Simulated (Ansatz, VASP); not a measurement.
**InPd in VASP and in Ansatz**

INCAR

```
PREC = Accurate ; ENCUT = 520
EDIFF = 1E-6 ; ISMEAR = 0
SIGMA = 0.1 ; LREAL = F
LASPH = T ; NELM = 100
ALGO = Fast ; ISIF = 2
LWAVE = F ; LCHARG = F
GGA = PE ; NBANDS = 18
```

Contents of KPOINTS:

```
Automatic mesh
0
Gamma
  12 12 12
```

Contents of POSCAR:

```
InPd
1.0
    3.4014841361      0.0654376956      0.0654376956
    0.0654376956      3.4014841361      0.0654376956
    0.0654376956      0.0654376956      3.4014841361
In Pd
1 1
Direct
   -0.0441145019     -0.0441145019     -0.0441145019
    0.5441145019      0.5441145019      0.5441145019
```

Input for Ansatz:

```yaml
crystal:
  lattice:
    - [3.4014841361, 0.0654376956, 0.0654376956]
    - [0.0654376956, 3.4014841361, 0.0654376956]
    - [0.0654376956, 0.0654376956, 3.4014841361]
  atoms:
    - { symbol: In, position: [-0.0441145019, -0.0441145019, -0.0441145019] }
    - { symbol: Pd, position: [0.5441145019, 0.5441145019, 0.5441145019] }
basis:
  ecutwfc: 420
kpoints:
  mp_grid: { grid: [12, 12, 12] }
hamiltonian:
  xc: pbe
scf:
  occupations: { method: gaussian, width: 0.1 }
output:
  forces: true
  stress: true
  eigenvalues: true
```

Alike in both runs: task single point; functional PBE; k mesh 12 × 12 × 12; occupations gaussian, width 0.1 eV; no spin polarisation.

```csv
,VASP,Ansatz
version,VASP 6.6.1,Ansatz 0.2.0
potentials or method,"VASP PAW PBE potentials, release 64 (In_d, Pd)","scalar-relativistic, plane waves, PAW"
plane-wave cutoff (eV),520,420
valence electrons in the cell,23,31
```

```csv
,VASP,Ansatz,Ansatz less VASP
gap on the k mesh at the Fermi level (eV),none,none,-
pressure (GPa),0.5,0.5,-0.04
largest component of the traceless stress (GPa),3.94,3.90,-0.031
rms of the force components (eV/Å),0.955,0.945,-0.0097
```

Atom by atom the forces differ by 0.010 eV/Å (rms over components). A gap of «none» marks a metal or a gap that the smearing closes. The two sets of potentials don't hold the same shells in valence.

Caveats: forces of over 1 eV/Å show positions far from the minimum, so gaps and moduli don't describe the material at rest.
